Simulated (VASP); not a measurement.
# TiSe2 (P-3m1) in VASP: a series of runs

Runs on TiSe2. Level: PBE+D3(BJ). Tasks: single point.

The COD entry that gives the cell may itself be a prediction, so a difference from it is no test against experiment.

Everything below comes from runs of VASP 6.6.1. Logs are shortened: lines on timing, memory, paths and dates and some standing lists are left out, and cuts for length are marked.

**1. The structure**

It takes space group P-3m1 (No. 164, trigonal). The conventional cell has a = 3.481 Å, b = 3.481 Å, c = 5.873 Å, α = 90.00°, β = 90.00°, γ = 120.00°. Around Ti (site symmetry -3m) lie 6 Se at 2.54 Å. Se (site symmetry 3m) has 3 Ti at 2.54 Å as nearest neighbours.

**2. Single point, PBE+D3(BJ)**

INCAR

```
SYSTEM = TiSe2
  ALGO = Fast
  EDIFF = 1E-6
  ENCUT = 520
  GGA = PE
  ISIF = 2
  ISMEAR = 0
  IVDW = 12
  LASPH = .True.
  LCHARG = .False.
  LREAL = .False.
  LWAVE = .False.
  NBANDS = 19
  NELM = 100
  PREC = Accurate
  SIGMA = 0.1
```

KPOINTS

```
k-points
0
Gamma
  15 15 8
  0 0 0
```

POSCAR

```
TiSe2
1.0
    3.4807141369      0.0000000000      0.0000000000
   -1.7403570685      3.0143868659      0.0000000000
    0.0000000000      0.0000000000      5.8731574598
Ti Se
1 2
Direct
    0.0000000000      0.0000000000      0.0000000000
    0.3333333333      0.6666666667      0.2646669996
    0.6666666667      0.3333333333      0.7353330004
```

Potentials or basis: VASP PAW PBE potentials, release 64 (Ti_sv, Se).

Launch:

```console
$ cat potpaw_PBE.64/Ti_sv/POTCAR potpaw_PBE.64/Se/POTCAR > POTCAR
$ mpirun -np 1 vasp_std > vasp.out
```

OUTCAR:

```text
SYSTEM = TiSe2
   EDIFF = 1E-6
   ENCUT = 520
   GGA = PE
   ISIF = 2
   ISMEAR = 0
   IVDW = 12
   LASPH = .True.
   LREAL = .False.
   NELM = 100
   PREC = Accurate
 IVDW          = 12

 ion  position               nearest neighbor table
   1  0.000  0.000  0.000-   2 2.54   3 2.54   3 2.54   2 2.54   3 2.54   2 2.54
   2  0.333  0.667  0.265-   1 2.54   1 2.54   1 2.54
   3  0.667  0.333  0.735-   1 2.54   1 2.54   1 2.54

  LATTYP: Found a hexagonal cell.
 ALAT       =     3.4807141369
 C/A-ratio  =     1.6873426627

  Lattice vectors:

 A1 = (   3.4807141369,   0.0000000000,   0.0000000000)
 A2 = (  -1.7403570685,   3.0143868659,   0.0000000000)
 A3 = (   0.0000000000,   0.0000000000,   5.8731574598)

Analysis of symmetry for initial positions (statically):
=====================================================================
 Subroutine PRICEL returns:
 Original cell was already a primitive cell.

 Routine SETGRP: Setting up the symmetry group for a
 hexagonal supercell.

 Subroutine GETGRP returns: Found 12 space group operations
 (whereof 12 operations were pure point group operations)
 out of a pool of 24 trial point group operations.

The static configuration has the point symmetry D_3d.

Analysis of symmetry for dynamics (positions and initial velocities):
=====================================================================
 Subroutine PRICEL returns:
 Original cell was already a primitive cell.

 Routine SETGRP: Setting up the symmetry group for a
 hexagonal supercell.

 Subroutine GETGRP returns: Found 12 space group operations
 (whereof 12 operations were pure point group operations)
 out of a pool of 24 trial point group operations.

The dynamic configuration has the point symmetry D_3d.

 Subroutine INISYM returns: Found 12 space group operations
 (whereof 12 operations are pure point group operations),
 and found     1 'primitive' translations

----------------------------------------------------------------------------------------

                                     Primitive cell

  volume of cell :      61.6225

  direct lattice vectors                    reciprocal lattice vectors
     3.480714137  0.000000000  0.000000000     0.287297365  0.165871211  0.000000000
    -1.740357069  3.014386866  0.000000000     0.000000000  0.331742422  0.000000000
     0.000000000  0.000000000  5.873157460     0.000000000  0.000000000  0.170266165

  length of vectors
     3.480714137  3.480714137  5.873157460     0.331742422  0.331742422  0.170266165

  position of ions in fractional coordinates (direct lattice)
     0.000000000  0.000000000  0.000000000
     0.333333333  0.666666667  0.264667000
     0.666666667  0.333333333  0.735333000

  ion indices of the primitive-cell ions
   primitive index   ion index
                 1           1
                 2           2
                 3           3

----------------------------------------------------------------------------------------

 KPOINTS: k-points

Automatic generation of k-mesh.
 Grid dimensions read from file:
 generate k-points for:   15   15    8

 Generating k-lattice:

  Cartesian coordinates                     Fractional coordinates (reciprocal lattice)
     0.019153158  0.011058081  0.000000000     0.066666667  0.000000000  0.000000000
     0.000000000  0.022116161  0.000000000     0.000000000  0.066666667  0.000000000
     0.000000000  0.000000000  0.021283271     0.000000000  0.000000000  0.125000000

  Length of vectors
     0.022116161  0.022116161  0.021283271

  Shift w.r.t. Gamma in fractional coordinates (k-lattice)
     0.000000000  0.000000000  0.000000000

 Subroutine IBZKPT returns following result:
 ===========================================

 Found    192 irreducible k-points:

 Following reciprocal coordinates:
            Coordinates               Weight
  0.000000  0.000000  0.000000      1.000000
  0.066667  0.000000  0.000000      6.000000
  0.133333  0.000000  0.000000      6.000000
  0.200000  0.000000  0.000000      6.000000
  0.266667  0.000000  0.000000      6.000000
  0.333333  0.000000  0.000000      6.000000
[... 16 lines left out ...]
  0.333333  0.200000  0.000000     12.000000
  0.400000  0.200000  0.000000      6.000000
 [... further k-points ...]
   k-points           NKPTS =    192   k-points in BZ     NKDIM =    192   number of bands    NBANDS=     19
   number of dos      NEDOS =    301   number of ions     NIONS =      3
   total plane-waves  NPLWV =  37632
   dimension x,y,z NGX =    28 NGY =   28 NGZ =   48
   dimension x,y,z NGXF=    56 NGYF=   56 NGZF=   96
   ions per type =               1   2
   NGX,Y,Z   is equivalent  to a cutoff of  13.37, 13.37, 13.59 a.u.
   NGXF,Y,Z  is equivalent  to a cutoff of  26.75, 26.75, 27.17 a.u.
 SYSTEM =  TiSe2
   PREC   = accura    normal or accurate (medium, high low for compatibility)
   ISTART =      0    job   : 0-new  1-cont  2-samecut
   ICHARG =      2    charge: 1-file 2-atom 10-const
   ISPIN  =      1    spin polarized calculation?
   LNONCOLLINEAR =      F non collinear calculations
   LSORBIT =      F    spin-orbit coupling
   LASPH  =      T    aspherical Exc in radial PAW
   ENCUT  =  520.0 eV  38.22 Ry    6.18 a.u.   6.47  6.47 10.92*2*pi/ulx,y,z
   NELM   =    100;   NELMIN=  2; NELMDL= -5     # of ELM steps
   EDIFF  = 0.1E-05   stopping-criterion for ELM
   LREAL  =      F    real-space projection
   EDIFFG = 0.1E-04   stopping-criterion for IOM
   NSW    =      0    number of steps for IOM
   IBRION =     -1    ionic relax: 0-MD 1-quasi-New 2-CG
   NFREE  =      0    steps in history (QN), initial steepest desc. (CG)
   ISIF   =      2    stress and relaxation
   ISYM   =      2    0-nonsym 1-usesym 2-fastsym
   POTIM  = 0.5000    time-step for ionic-motion
   TEBEG  =    0.0;   TEEND  =   0.0 temperature during run
   PSTRESS=    0.0 pullay stress
   NELECT =      24.0000    total number of electrons
   NUPDOWN=      -1.0000    fix difference up-down
   EMIN   =  10.00;   EMAX   =-10.00  energy-range for DOS
   EFERMI =   0.00;   METHOD = LEGACY
   ISMEAR =     0;   SIGMA  =   0.10  broadening in eV -4-tet -1-fermi 0-gaus
   EFERMI_NEDOS =   21; number of points for ismear=-14 and -15
   IALGO  =     68    algorithm
   IMIX   =      4    mixing-type and parameters
     AMIX     =   0.40;   BMIX     =  1.00
     AMIX_MAG =   1.60;   BMIX_MAG =  1.00
  volume/ion in A,a.u.               =      20.54       138.62
  Fermi-wavevector in a.u.,A,eV,Ry     =   1.195544  2.259251 19.447155  1.429326
  Thomas-Fermi vector in A             =   2.331507
   LORBIT       =      0    0 simple, 1 ext, 2 COOP (PROOUT), +10 PAW based schemes
   GGA     = PE    functional components
   LHFCALC =     F    Hartree Fock is set to
   AEXX    =    0.0000 exact exchange contribution
   IVDW    =    12    specifies the selected vdW correction
   LEPSILON=     F    determine dielectric tensor
   LRPA    =     F    only Hartree local field effects (RPA)
 non-spin polarized calculation
 RMM-DIIS sequential band-by-band and
 Gauss-broadening in eV      SIGMA  =   0.10
  energy-cutoff  :      520.00
  volume of cell :       61.62
 maximum number of plane-waves:      1678
 NGX is ok and might be reduce to    28
   NGX = 13   NGY = 13   NGZ = 21

 number of electron      24.0000001 magnetization

 Free energy of the ion-electron system (eV)
  ---------------------------------------------------
  ext. energy  EPLUGINS =         0.00000000
  ---------------------------------------------------
  free energy    TOTEN  =       -18.12518686 eV

  energy without entropy =      -18.12076341  energy(sigma->0) =      -18.12297513

 E-fermi :   5.3623     XC(G=0): -10.2948

 val. band max:        5.3537828770   @ k =   0.0000   0.3333   0.3750
 cond. band min:       5.3697526880   @ k =   0.4667   0.0667   0.5000
 fundamental gap:      0.0159698110
 Fermi energy:         5.3622883866

 k-point     1 :       0.0000    0.0000    0.0000
  band No.  band energies     occupation
      1     -52.1514      2.00000
      2     -28.3842      2.00000
      3     -28.3700      2.00000
      4     -28.3700      2.00000
      5      -8.8317      2.00000
      6      -7.2305      2.00000
[... 11 lines left out ...]
     18      11.1006      0.00000
     19      11.5251      0.00000

 k-point     2 :       0.0667    0.0000    0.0000
  band No.  band energies     occupation
      1     -52.1510      2.00000
      2     -28.3833      2.00000
      3     -28.3746      2.00000
      4     -28.3711      2.00000
      5      -8.7800      2.00000
      6      -7.2123      2.00000
[... 11 lines left out ...]
     18      11.4951      0.00000
     19      11.8342      0.00000

 k-point     3 :       0.1333    0.0000    0.0000
  band No.  band energies     occupation
      1     -52.1499      2.00000
      2     -28.3875      2.00000
      3     -28.3804      2.00000
      4     -28.3740      2.00000
      5      -8.6288      2.00000
      6      -7.1605      2.00000
[... 11 lines left out ...]
     18      12.2297      0.00000
     19      12.5590      0.00000

 k-point     4 :       0.2000    0.0000    0.0000
  band No.  band energies     occupation
      1     -52.1482      2.00000
      2     -28.4063      2.00000
      3     -28.3782      2.00000
      4     -28.3762      2.00000
      5      -8.3896      2.00000
      6      -7.0844      2.00000
[... 407 lines left out ...]
     18      11.9334      0.00000
     19      13.9036      0.00000

 k-point    23 :       0.3333    0.2000    0.0000
  band No.  band energies     occupation
      1     -52.1417      2.00000
      2     -28.4593      2.00000
      3     -28.4140      2.00000
      4     -28.3602      2.00000
      5      -7.1271      2.00000
      6      -6.8579      2.00000
[... 11 lines left out ...]
     18      11.5585      0.00000
     19      13.7425      0.00000

 k-point    24 :       0.4000    0.2000    0.0000
  band No.  band energies     occupation
      1     -52.1414      2.00000
      2     -28.4613      2.00000
      3     -28.4164      2.00000
      4     -28.3594      2.00000
      5      -6.9923      2.00000
      6      -6.9007      2.00000
[... 11 lines left out ...]
     18      11.4430      0.00000
     19      13.6879      0.00000

 [... further k-points ...]

------------------------ aborting loop because EDIFF is reached ----------------------------------------

 Edisp (eV)   -1.35019

 E8    (eV) :    -0.5857

  FORCE on cell =-STRESS in cart. coord.  units (eV):
  Direction    XX          YY          ZZ          XY          YZ          ZX
  --------------------------------------------------------------------------------------
  -------------------------------------------------------------------------------------
  Total       0.03565     0.03565     0.03095    -0.00000    -0.00000     0.00000
  in kB       0.92683     0.92683     0.80472    -0.00000    -0.00000     0.00000
  external pressure =        0.89 kB  Pullay stress =        0.00 kB

 VOLUME and BASIS-vectors are now :
 -----------------------------------------------------------------------------
  energy-cutoff  :      520.00
  volume of cell :       61.62
      direct lattice vectors                 reciprocal lattice vectors
     3.480714137  0.000000000  0.000000000     0.287297365  0.165871211  0.000000000
    -1.740357069  3.014386866  0.000000000     0.000000000  0.331742422  0.000000000
     0.000000000  0.000000000  5.873157460     0.000000000  0.000000000  0.170266165

 POSITION                                       TOTAL-FORCE (eV/Angst)
 -----------------------------------------------------------------------------------
      0.00000      0.00000      0.00000        -0.000000      0.000000      0.000000
     -0.00000      2.00959      1.55443        -0.000000      0.000000      0.014865
      1.74036      1.00480      4.31873         0.000000     -0.000000     -0.014865
 -----------------------------------------------------------------------------------
    total drift:                                0.000000      0.000000      0.000000

  FREE ENERGIE OF THE ION-ELECTRON SYSTEM (eV)
  ---------------------------------------------------
  free  energy   TOTEN  =       -19.4753746236 eV

  energy  without entropy=      -19.4709511768  energy(sigma->0) =      -19.47316290
```

Wall time 9.2 min (1 thread of AMD EPYC 7R13 (Zen 3), shared host); peak memory 0.33 GiB.

What came out:

| Property | Result |
| --- | --- |
| Free energy | -19.4754 eV |
| Pressure | 0.1 GPa |
| Largest force | 0.015 eV/Å |
| Band gap on the k mesh | none (metal or under the smearing width) |
| Dispersion energy per atom | -0.450 eV |

Forces on the atoms (eV/Å):
```
Ti   0.000  0.000  0.000
Se   0.000  0.000  0.015
Se   0.000  0.000 -0.015
```

Levels at points of the mesh, in eV from the Fermi level:
```
           k point  band 8  band 9  band 10  band 11  band 12  band 13  band 14  band 15  band 16  band 17
(0.00, 0.00, 0.00)   -2.23   -2.23     0.36     0.52     0.52     0.58     0.63     0.63     3.31     3.31
(0.00, 0.00, 0.50)   -2.88   -2.15    -2.15     0.31     0.31     0.50     0.50     1.28     3.76     3.76
```

Caveat: pairwise dispersion overbinds metals, which lowers pressure and volume.

**3. Single point, PBE+D3(BJ)**

This run uses another cell than the first one, of 21.67 Å³/atom, 1.055 times its volume.

INCAR

```
  PREC = Accurate
  ENCUT = 520
  EDIFF = 1E-6
  ISMEAR = 0
  SIGMA = 0.1
  LREAL = False
  LASPH = True
  NELM = 100
  ALGO = Normal
  ISIF = 2
  LWAVE = False
  LCHARG = False
  GGA = PE
  IVDW = 12
  NBANDS = 19
```

KPOINTS

```
regular mesh
0
Gamma
  6 6 4
```

POSCAR

```
TiSe2
1.0
    3.5360000000      0.0000000000      0.0000000000
   -1.7680000000      3.0622658278      0.0000000000
    0.0000000000      0.0000000000      6.0040000000
Ti Se
1 2
Direct
    0.0000000000      0.0000000000      0.0000000000
    0.3333333333      0.6666666667      0.2552000000
    0.6666666667      0.3333333333      0.7448000000
```

Potentials or basis: VASP PAW PBE potentials, release 64 (Ti_sv, Se).

Launch:

```console
$ cat potpaw_PBE.64/Ti_sv/POTCAR potpaw_PBE.64/Se/POTCAR > POTCAR
$ mpirun -np 1 vasp_std > vasp.out
```

It took 31 s on 1 thread of AMD EPYC 7R13 (Zen 3), shared host; peak memory 0.17 GiB.

Results (log left out):

* Free energy: -19.4429 eV
* Pressure: -1.6 GPa
* Largest force: 0.131 eV/Å
* Band gap on the k mesh: none (metal or under the smearing width)
* Dispersion energy per atom: -0.426 eV

Forces on the atoms (eV/Å):
```
Ti   0.000  0.000  0.000
Se   0.000  0.000  0.131
Se   0.000  0.000 -0.131
```

Stress tensor (GPa, compression positive):
```
-2.23  0.00  0.00
 0.00 -2.23  0.00
 0.00  0.00 -0.37
```

Levels at points of the mesh, in eV from the Fermi level:
```csv
k point,band 8,band 9,band 10,band 11,band 12,band 13,band 14,band 15,band 16,band 17
"(0.00, 0.00, 0.00)",-2.33,-2.33,0.17,0.44,0.44,0.45,0.45,0.63,3.30,3.30
"(0.50, 0.00, 0.00)",-3.79,-2.77,-2.71,-2.30,-1.41,0.08,1.34,1.72,3.19,3.62
"(0.00, 0.00, 0.50)",-2.59,-2.28,-2.28,0.23,0.23,0.43,0.43,1.21,3.62,3.62
"(0.50, 0.00, 0.50)",-4.57,-2.72,-2.52,-1.22,-1.01,-0.17,1.33,1.69,3.08,3.85
```
